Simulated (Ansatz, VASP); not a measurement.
# Two plane-wave programs on B

```
CELL_PARAMETERS angstrom
1.67690 0.00000 0.00000
-0.83845 1.45224 0.00000
0.00000 0.00000 3.68995
ATOMIC_POSITIONS crystal
B 0.00000 0.00000 0.00000
```

Change from the starting cell: strain -0.015 along x and y, +0.015 along z, atoms carried along.

Alike in both runs: task single point; functional PBEsol; k mesh 33 × 33 × 14; occupations gaussian, width 0.15 eV; no spin polarisation.

|  | VASP | Ansatz |
| --- | --- | --- |
| version | VASP 6.6.1 | Ansatz 0.2.0 |
| potentials or method | VASP PAW PBE potentials, release 64 (B) | scalar-relativistic, plane waves, PAW |
| plane-wave cutoff (eV) | 520 | 420 |
| valence electrons in the cell | 3 | 3 |

Ansatz gave:

```
gap on the k mesh at the Fermi level (eV)       : none
pressure (GPa)                                  : 10.4
largest component of the traceless stress (GPa) : 11.34
```

Q: Which values does VASP return?

A: gap on the k mesh at the Fermi level (eV): none; pressure (GPa): 10.7; largest component of the traceless stress (GPa): 11.66.

A gap of «none» marks a metal or a gap that the smearing closes. The functional is the same, so the differences come from potentials, cutoffs and numerics.

Caveats: the PAW data sets were made with another functional, which shifts forces and pressure a little (VASP).
